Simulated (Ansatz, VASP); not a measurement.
**Two plane-wave programs on SiO2**

```xyz
9
Lattice="5.0241 0.0000 0.0000 -2.5121 4.3510 0.0000 0.0000 0.0000 5.5164" Properties=species:S:1:pos:R:3 pbc="T T T"
Si   -1.2560    2.1755    1.8388
Si    1.2560    2.1755    3.6776
Si    2.5121    0.0000    0.0000
O     0.9510    3.4497    4.5970
O     2.5121    2.5485    2.7582
O     3.4631    0.9013    0.9194
O     1.5611    0.9013    4.5970
O     0.0000    1.8026    2.7582
O    -0.9510    3.4497    0.9194
```

Alike in both runs: functional LDA; k mesh 6 × 6 × 4; occupations gaussian, width 0.02 eV; no spin polarisation.

Ansatz relaxed the structure, and its values are those at the end. VASP's run is a single point on that final structure, the one shown.

```csv
,VASP,Ansatz
version,VASP 6.6.1,Ansatz 0.2.0
potentials or method,"VASP PAW LDA potentials, release 64 (Si, O)","scalar-relativistic, plane waves, PAW"
plane-wave cutoff (eV),520,420
valence electrons in the cell,48,48
```

VASP gave:

```
gap on the k mesh at the Fermi level (eV) : 5.52
least direct gap on the mesh (eV)         : 5.70
pressure (GPa)                            : 1.6
rms of the force components (eV/Å)        : 0.004
```

Which values does Ansatz return?

gap on the k mesh at the Fermi level (eV): 5.52; least direct gap on the mesh (eV): 5.70; pressure (GPa): 1.0; rms of the force components (eV/Å): 0.000.

A k mesh can miss the band edges. As with any semilocal functional, this LDA gap is likely too small.
